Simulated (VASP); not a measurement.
# As (Fm-3m) in VASP: a series of runs

The runs below take As through single point, with PBE.

Everything below comes from runs of VASP 6.6.1. Logs are shortened: lines on timing, memory, paths and dates and some standing lists are left out, and cuts for length are marked.

### Step 1. The cell of the first run

Symmetry: Fm-3m, No. 225, cubic system. The conventional cell has a = 4.294 Å, b = 4.294 Å, c = 4.294 Å, α = 90.00°, β = 90.00°, γ = 90.00°. Around As (site symmetry m-3m) lie 12 As at 3.04 Å.

This isn't the form of As at room conditions, which is rhombohedral.

### Step 2. Single point, PBE (N replaced by As, lengths x 1.406, strained and moved within the space group)

Contents of INCAR:

```
SYSTEM = As
PREC = Accurate
ENCUT = 520
EDIFF = 1E-7
ISMEAR = 0
SIGMA = 0.1
LREAL = .FALSE.
LASPH = .TRUE.
NELM = 100
ALGO = Normal
ISIF = 2
LWAVE = .FALSE.
LCHARG = .TRUE.
GGA = PE
LELF = .TRUE.
LVHAR = .TRUE.
NBANDS = 8
```

Contents of KPOINTS:

```
regular mesh
0
G
  16 16 16
  0 0 0
```

Contents of POSCAR:

```
As
1.0
    0.0000000000      2.1472403761      2.1472403761
    2.1472403761      0.0000000000      2.1472403761
    2.1472403761      2.1472403761      0.0000000000
As
1
Direct
    0.0000000000      0.0000000000      0.0000000000
```

Potentials or basis: VASP PAW PBE potentials, release 64 (As).

Run with:

```bash
$ cat potpaw_PBE.64/As/POTCAR > POTCAR
$ mpirun -np 1 vasp_std > vasp.out
```

OUTCAR:

```text
SYSTEM = As
   PREC = Accurate
   ENCUT = 520
   EDIFF = 1E-7
   ISMEAR = 0
   LREAL = .FALSE.
   LASPH = .TRUE.
   NELM = 100
   ISIF = 2
   GGA = PE

 ion  position               nearest neighbor table
   1  0.000  0.000  0.000-

  LATTYP: Found a face centered cubic cell.
 ALAT       =     4.2944807522

  Lattice vectors:

 A1 = (   0.0000000000,   2.1472403761,   2.1472403761)
 A2 = (   2.1472403761,   0.0000000000,   2.1472403761)
 A3 = (   2.1472403761,   2.1472403761,   0.0000000000)

Analysis of symmetry for initial positions (statically):
=====================================================================
 Subroutine PRICEL returns:
 Original cell was already a primitive cell.

 Routine SETGRP: Setting up the symmetry group for a
 face centered cubic supercell.

 Subroutine GETGRP returns: Found 48 space group operations
 (whereof 48 operations were pure point group operations)
 out of a pool of 48 trial point group operations.

The static configuration has the point symmetry O_h .

Analysis of symmetry for dynamics (positions and initial velocities):
=====================================================================
 Subroutine PRICEL returns:
 Original cell was already a primitive cell.

 Routine SETGRP: Setting up the symmetry group for a
 face centered cubic supercell.

 Subroutine GETGRP returns: Found 48 space group operations
 (whereof 48 operations were pure point group operations)
 out of a pool of 48 trial point group operations.

The dynamic configuration has the point symmetry O_h .

 Subroutine INISYM returns: Found 48 space group operations
 (whereof 48 operations are pure point group operations),
 and found     1 'primitive' translations

----------------------------------------------------------------------------------------

                                     Primitive cell

  volume of cell :      19.8003

  direct lattice vectors                    reciprocal lattice vectors
     0.000000000  2.147240376  2.147240376    -0.232857022  0.232857022  0.232857022
     2.147240376  0.000000000  2.147240376     0.232857022 -0.232857022  0.232857022
     2.147240376  2.147240376  0.000000000     0.232857022  0.232857022 -0.232857022

  length of vectors
     3.036656462  3.036656462  3.036656462     0.403320193  0.403320193  0.403320193

  position of ions in fractional coordinates (direct lattice)
     0.000000000  0.000000000  0.000000000

  ion indices of the primitive-cell ions
   primitive index   ion index
                 1           1

----------------------------------------------------------------------------------------

 KPOINTS: regular mesh

Automatic generation of k-mesh.
 Grid dimensions read from file:
 generate k-points for:   16   16   16

 Generating k-lattice:

  Cartesian coordinates                     Fractional coordinates (reciprocal lattice)
    -0.014553564  0.014553564  0.014553564     0.062500000  0.000000000  0.000000000
     0.014553564 -0.014553564  0.014553564     0.000000000  0.062500000  0.000000000
     0.014553564  0.014553564 -0.014553564     0.000000000  0.000000000  0.062500000

  Length of vectors
     0.025207512  0.025207512  0.025207512

  Shift w.r.t. Gamma in fractional coordinates (k-lattice)
     0.000000000  0.000000000  0.000000000

 Subroutine IBZKPT returns following result:
 ===========================================

 Found    145 irreducible k-points:

 Following reciprocal coordinates:
            Coordinates               Weight
  0.000000  0.000000  0.000000      1.000000
  0.062500  0.000000  0.000000      8.000000
  0.125000  0.000000  0.000000      8.000000
  0.187500  0.000000  0.000000      8.000000
  0.250000  0.000000  0.000000      8.000000
  0.312500  0.000000  0.000000      8.000000
[... 16 lines left out ...]
 -0.125000  0.062500  0.000000     24.000000
 -0.062500  0.062500  0.000000     12.000000
 [... further k-points ...]
   k-points           NKPTS =    145   k-points in BZ     NKDIM =    145   number of bands    NBANDS=      8
   number of dos      NEDOS =    301   number of ions     NIONS =      1
   total plane-waves  NPLWV =  13824
   dimension x,y,z NGX =    24 NGY =   24 NGZ =   24
   dimension x,y,z NGXF=    48 NGYF=   48 NGZF=   48
   ions per type =               1
   NGX,Y,Z   is equivalent  to a cutoff of  13.14, 13.14, 13.14 a.u.
   NGXF,Y,Z  is equivalent  to a cutoff of  26.28, 26.28, 26.28 a.u.
 SYSTEM =  As
   PREC   = accura    normal or accurate (medium, high low for compatibility)
   ISTART =      0    job   : 0-new  1-cont  2-samecut
   ICHARG =      2    charge: 1-file 2-atom 10-const
   ISPIN  =      1    spin polarized calculation?
   LNONCOLLINEAR =      F non collinear calculations
   LSORBIT =      F    spin-orbit coupling
   LASPH  =      T    aspherical Exc in radial PAW
   ENCUT  =  520.0 eV  38.22 Ry    6.18 a.u.   5.65  5.65  5.65*2*pi/ulx,y,z
   NELM   =    100;   NELMIN=  2; NELMDL= -5     # of ELM steps
   EDIFF  = 0.1E-06   stopping-criterion for ELM
   LREAL  =      F    real-space projection
   EDIFFG = 0.1E-05   stopping-criterion for IOM
   NSW    =      0    number of steps for IOM
   IBRION =     -1    ionic relax: 0-MD 1-quasi-New 2-CG
   NFREE  =      0    steps in history (QN), initial steepest desc. (CG)
   ISIF   =      2    stress and relaxation
   ISYM   =      2    0-nonsym 1-usesym 2-fastsym
   POTIM  = 0.5000    time-step for ionic-motion
   TEBEG  =    0.0;   TEEND  =   0.0 temperature during run
   PSTRESS=    0.0 pullay stress
   NELECT =       5.0000    total number of electrons
   NUPDOWN=      -1.0000    fix difference up-down
   EMIN   =  10.00;   EMAX   =-10.00  energy-range for DOS
   EFERMI =   0.00;   METHOD = LEGACY
   ISMEAR =     0;   SIGMA  =   0.10  broadening in eV -4-tet -1-fermi 0-gaus
   EFERMI_NEDOS =   21; number of points for ismear=-14 and -15
   IALGO  =     38    algorithm
   IMIX   =      4    mixing-type and parameters
     AMIX     =   0.40;   BMIX     =  1.00
     AMIX_MAG =   1.60;   BMIX_MAG =  1.00
  volume/ion in A,a.u.               =      19.80       133.62
  Fermi-wavevector in a.u.,A,eV,Ry     =   1.034763  1.955418 14.568223  1.070734
  Thomas-Fermi vector in A             =   2.169074
   LORBIT       =      0    0 simple, 1 ext, 2 COOP (PROOUT), +10 PAW based schemes
   GGA     = PE    functional components
   LHFCALC =     F    Hartree Fock is set to
   AEXX    =    0.0000 exact exchange contribution
   IVDW    =     0    specifies the selected vdW correction
   LEPSILON=     F    determine dielectric tensor
   LRPA    =     F    only Hartree local field effects (RPA)
 non-spin polarized calculation
 Gauss-broadening in eV      SIGMA  =   0.10
  energy-cutoff  :      520.00
  volume of cell :       19.80
 maximum number of plane-waves:       544
   NGX = 11   NGY = 11   NGZ = 11

 number of electron       5.0000000 magnetization

 Free energy of the ion-electron system (eV)
  ---------------------------------------------------
  ext. energy  EPLUGINS =         0.00000000
  ---------------------------------------------------
  free energy    TOTEN  =        -4.12425401 eV

  energy without entropy =       -4.11978848  energy(sigma->0) =       -4.12202124

 E-fermi :   6.0898     XC(G=0): -10.6054

 val. band max:        6.0853523088   @ k =   0.5000   0.4375   0.0000
 cond. band min:       6.1476411630   @ k =   0.3125   0.2500   0.0625
 fundamental gap:      0.0622888542
 Fermi energy:         6.0898211802

 k-point     1 :       0.0000    0.0000    0.0000
  band No.  band energies     occupation
      1      -8.6976      2.00000
      2      11.5668      0.00000
      3      11.5668      0.00000
      4      11.5668      0.00000
      5      18.3148      0.00000
      6      18.3148      0.00000
      7      18.3148      0.00000
      8      19.5641      0.00000

 k-point     2 :       0.0625    0.0000    0.0000
  band No.  band energies     occupation
      1      -8.6092      2.00000
      2      10.8342      0.00000
      3      11.4694      0.00000
      4      11.4694      0.00000
      5      17.8840      0.00000
      6      18.5047      0.00000
      7      18.5047      0.00000
      8      19.9858      0.00000

 k-point     3 :       0.1250    0.0000    0.0000
  band No.  band energies     occupation
      1      -8.3451      2.00000
      2       9.1476      0.00000
      3      11.2186      0.00000
      4      11.2186      0.00000
      5      17.2000      0.00000
      6      18.9540      0.00000
      7      18.9540      0.00000
      8      20.9954      0.00000

 k-point     4 :       0.1875    0.0000    0.0000
  band No.  band energies     occupation
      1      -7.9088      2.00000
      2       7.1465      0.00000
      3      10.8984      0.00000
      4      10.8984      0.00000
      5      16.6218      0.00000
      6      19.2125      0.00000
      7      19.2125      0.00000
      8      21.9727      0.00000

 k-point     5 :       0.2500    0.0000    0.0000
  band No.  band energies     occupation
      1      -7.3089      2.00000
      2       5.1258      2.00000
      3      10.5805      0.00000
      4      10.5805      0.00000
      5      16.1870      0.00000
      6      18.8491      0.00000
      7      18.8491      0.00000
      8      21.6539      0.00000
[... 177 lines left out ...]
 k-point    22 :      -0.1875    0.0625    0.0000
  band No.  band energies     occupation
      1      -7.6491      2.00000
      2       6.4963      0.00000
      3       9.7576      0.00000
      4      11.1712      0.00000
      5      16.8633      0.00000
      6      18.9353      0.00000
      7      19.1584      0.00000
      8      21.1876      0.00000

 k-point    23 :      -0.1250    0.0625    0.0000
  band No.  band energies     occupation
      1      -8.1405      2.00000
      2       8.4669      0.00000
      3      10.1813      0.00000
      4      11.4429      0.00000
      5      17.2328      0.00000
      6      18.8758      0.00000
      7      19.2228      0.00000
      8      20.9651      0.00000

 k-point    24 :      -0.0625    0.0625    0.0000
  band No.  band energies     occupation
      1      -8.4622      2.00000
      2      10.0966      0.00000
      3      10.7710      0.00000
      4      11.5618      0.00000
      5      17.5628      0.00000
      6      18.5429      0.00000
      7      18.8665      0.00000
      8      20.6441      0.00000

 [... further k-points ...]
[... 5 lines left out ...]
  --------------------------------------------------------------------------------------
  -------------------------------------------------------------------------------------
  Total       -0.2197803     -0.2197803     -0.2197803     -0.0000000     -0.0000000      0.0000000
  in kB      -17.7839145    -17.7839145    -17.7839145     -0.0000000     -0.0000000      0.0000000
  external PRESSURE =     -17.7839145 kB  Pullay stress =       0.0000000 kB

 VOLUME and BASIS-vectors are now :
 -----------------------------------------------------------------------------
  energy-cutoff  :      520.00
  volume of cell :       19.80
      direct lattice vectors                 reciprocal lattice vectors
     0.000000000  2.147240376  2.147240376    -0.232857022  0.232857022  0.232857022
     2.147240376  0.000000000  2.147240376     0.232857022 -0.232857022  0.232857022
     2.147240376  2.147240376  0.000000000     0.232857022  0.232857022 -0.232857022

 POSITION                                       TOTAL-FORCE (eV/Angst)
 -----------------------------------------------------------------------------------
      0.00000      0.00000      0.00000         0.000000      0.000000      0.000000
 -----------------------------------------------------------------------------------
    total drift:                                0.000000      0.000000     -0.000000

  FREE ENERGIE OF THE ION-ELECTRON SYSTEM (eV)
  ---------------------------------------------------
  free  energy   TOTEN  =        -4.1242540122 eV

  energy  without entropy=       -4.1197884776  energy(sigma->0) =       -4.12202124
```

It took 13 s on 1 thread of Intel Xeon Platinum 8259CL at 2.50GHz (Skylake/Cascade Lake), shared host; peak memory 0.15 GiB.

Results:

- Free energy: -4.1243 eV
- Pressure: -1.8 GPa
- Band gap on the k mesh: none (metal or under the smearing width)

Levels at points of the mesh, in eV from the Fermi level:
| k point | band 1 | band 2 | band 3 | band 4 | band 5 | band 6 | band 7 |
| --- | --- | --- | --- | --- | --- | --- | --- |
| (0.00, 0.00, 0.00) | -14.79 | 5.48 | 5.48 | 5.48 | 12.22 | 12.22 | 12.22 |
| (0.50, 0.00, 0.00) | -10.62 | -6.45 | 3.85 | 3.85 | 9.49 | 11.20 | 11.20 |
| (0.50, 0.50, 0.00) | -8.88 | -5.41 | 0.53 | 0.53 | 5.02 | 5.71 | 23.61 |

### Step 3. Single point, PBE (N replaced by As, lengths x 1.406, strained and moved within the space group)

Contents of INCAR:

```
SYSTEM = As
ALGO = Normal
EDIFF = 1E-7
ENCUT = 520
GGA = PE
ISIF = 2
ISMEAR = 0
LASPH = .TRUE.
LCHARG = .FALSE.
LREAL = .FALSE.
LWAVE = .FALSE.
NBANDS = 8
NELM = 100
PREC = Accurate
SIGMA = 0.1
```

Contents of KPOINTS:

```
k-points
0
G
  16 16 16
  0 0 0
```

Contents of POSCAR:

```
As
1.0
    0.0000000000      2.2533651102      2.2533651102
    2.2533651102      0.0000000000      2.2533651102
    2.2533651102      2.2533651102      0.0000000000
As
1
Direct
    0.0000000000      0.0000000000      0.0000000000
```

Potentials or basis: VASP PAW PBE potentials, release 64 (As).

Run with:

```bash
$ cat potpaw_PBE.64/As/POTCAR > POTCAR
$ mpirun -np 1 vasp_std > vasp.out
```

OUTCAR:

```text
SYSTEM = As
   EDIFF = 1E-7
   ENCUT = 520
   GGA = PE
   ISIF = 2
   ISMEAR = 0
   LASPH = .TRUE.
   LREAL = .FALSE.
   NELM = 100
   PREC = Accurate

 ion  position               nearest neighbor table
   1  0.000  0.000  0.000-

  LATTYP: Found a face centered cubic cell.
 ALAT       =     4.5067302204

  Lattice vectors:

 A1 = (   0.0000000000,   2.2533651102,   2.2533651102)
 A2 = (   2.2533651102,   0.0000000000,   2.2533651102)
 A3 = (   2.2533651102,   2.2533651102,   0.0000000000)

Analysis of symmetry for initial positions (statically):
=====================================================================
 Subroutine PRICEL returns:
 Original cell was already a primitive cell.

 Routine SETGRP: Setting up the symmetry group for a
 face centered cubic supercell.

 Subroutine GETGRP returns: Found 48 space group operations
 (whereof 48 operations were pure point group operations)
 out of a pool of 48 trial point group operations.

The static configuration has the point symmetry O_h .

Analysis of symmetry for dynamics (positions and initial velocities):
=====================================================================
 Subroutine PRICEL returns:
[... 154 lines left out ...]
  energy without entropy =       -4.00459000  energy(sigma->0) =       -4.00681762

 E-fermi :   4.6317     XC(G=0):  -9.9816

 val. band max:        4.6307522073   @ k =   0.5000   0.4375   0.0000
 cond. band min:       4.6899178211   @ k =  -0.4375   0.3750   0.1250
 fundamental gap:      0.0591656138
 Fermi energy:         4.6316685549

 k-point     1 :       0.0000    0.0000    0.0000
  band No.  band energies     occupation
      1      -9.0538      2.00000
      2       9.0463      0.00000
      3       9.0463      0.00000
      4       9.0463      0.00000
      5      15.9300      0.00000
      6      16.2882      0.00000
      7      16.2882      0.00000
      8      16.2882      0.00000
[... 243 lines left out ...]
 k-point    24 :      -0.0625    0.0625    0.0000
  band No.  band energies     occupation
      1      -8.8514      2.00000
      2       7.7941      0.00000
      3       8.4703      0.00000
      4       9.0335      0.00000
      5      15.5562      0.00000
      6      16.2648      0.00000
      7      16.4975      0.00000
      8      17.4433      0.00000

 [... further k-points ...]
[... 5 lines left out ...]
  --------------------------------------------------------------------------------------
  -------------------------------------------------------------------------------------
  Total       -1.3299125     -1.3299125     -1.3299125     -0.0000000      0.0000000      0.0000000
  in kB      -93.1127097    -93.1127097    -93.1127097     -0.0000000      0.0000000      0.0000000
  external PRESSURE =     -93.1127097 kB  Pullay stress =       0.0000000 kB

 VOLUME and BASIS-vectors are now :
 -----------------------------------------------------------------------------
  energy-cutoff  :      520.00
  volume of cell :       22.88
      direct lattice vectors                 reciprocal lattice vectors
     0.000000000  2.253365110  2.253365110    -0.221890362  0.221890362  0.221890362
     2.253365110  0.000000000  2.253365110     0.221890362 -0.221890362  0.221890362
     2.253365110  2.253365110  0.000000000     0.221890362  0.221890362 -0.221890362

 POSITION                                       TOTAL-FORCE (eV/Angst)
 -----------------------------------------------------------------------------------
      0.00000      0.00000      0.00000        -0.000000      0.000000      0.000000
 -----------------------------------------------------------------------------------
    total drift:                                0.000000      0.000000     -0.000000

  FREE ENERGIE OF THE ION-ELECTRON SYSTEM (eV)
  ---------------------------------------------------
  free  energy   TOTEN  =        -4.0090452411 eV

  energy  without entropy=       -4.0045899952  energy(sigma->0) =       -4.00681762
```

OSZICAR:

```text
N       E                     dE             d eps       ncg     rms          rms(c)
DAV:   1     0.229542515692E+01    0.22954E+01   -0.21332E+03  2320   0.471E+02
DAV:   2    -0.393684810468E+01   -0.62323E+01   -0.60707E+01  3184   0.482E+01
DAV:   3    -0.401599273189E+01   -0.79145E-01   -0.78801E-01  2760   0.565E+00
DAV:   4    -0.401606840430E+01   -0.75672E-04   -0.75672E-04  3536   0.205E-01
DAV:   5    -0.401606842370E+01   -0.19394E-07   -0.19483E-07  2792   0.234E-03    0.141E+00
DAV:   6    -0.401088061369E+01    0.51878E-02   -0.49131E-03  2576   0.351E-01    0.804E-01
DAV:   7    -0.400899377317E+01    0.18868E-02   -0.86634E-03  2592   0.473E-01    0.595E-02
DAV:   8    -0.400904519764E+01   -0.51424E-04   -0.12167E-04  2928   0.786E-02    0.577E-03
DAV:   9    -0.400904524114E+01   -0.43502E-07   -0.66629E-07  3240   0.667E-03
   1 F= -.40090452E+01 E0= -.40068176E+01  d E =-.445525E-02
```

It took 13 s on 1 thread of Intel Xeon Platinum 8259CL at 2.50GHz (Skylake/Cascade Lake), shared host; peak memory 0.15 GiB.

Results:

* Free energy: -4.0090 eV
* Pressure: -9.3 GPa
* Band gap on the k mesh: none (metal or under the smearing width)

Levels at points of the mesh, in eV from the Fermi level:
```tsv
k point	band 1	band 2	band 3	band 4	band 5	band 6
(0.00, 0.00, 0.00)	-13.69	4.41	4.41	4.41	11.30	11.66
(0.50, 0.00, 0.00)	-10.35	-5.53	3.10	3.10	8.55	10.75
(0.50, 0.50, 0.00)	-9.02	-4.64	0.41	0.41	4.96	5.82
```

[end of part 1 of 2]
